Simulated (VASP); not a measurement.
A run of VASP 6.6.1:

The input INCAR:

```
SYSTEM = Cs
ALGO = Fast ; EDIFF = 1E-6
ENCUT = 520 ; GGA = PE
ISIF = 2 ; ISMEAR = 0
LASPH = .TRUE. ; LCHARG = .TRUE.
LELF = .TRUE. ; LREAL = .FALSE.
LVHAR = .TRUE. ; LWAVE = .FALSE.
NBANDS = 10 ; NELM = 100
PREC = Accurate ; SIGMA = 0.15
```

File KPOINTS:

```
k-points
0
G
  12 12 12
  0 0 0
```

POSCAR

```
Cs
1.0
   -2.6928769341      2.6928769341      3.8077279848
    2.6928769341     -2.6928769341      3.8077279848
    2.6928769341      2.6928769341     -3.8077279848
Cs
1
Direct
    0.0000000000      0.0000000000      0.0000000000
```

Potentials or basis: VASP PAW PBE potentials, release 64 (Cs_sv).

Launch:

```sh
$ cat potpaw_PBE.64/Cs_sv/POTCAR > POTCAR
$ mpirun -np 1 vasp_std > vasp.out
```

Hardware: 1 thread of AMD EPYC 9R14 (Zen 4), with other jobs on the host.

**Question.** Estimate the wall time of this run.

**Answer.** It took 80 s on 1 thread of AMD EPYC 9R14 (Zen 4) (shared host), peak memory 0.32 GiB. Counts: scf iterations 10, k points 163.
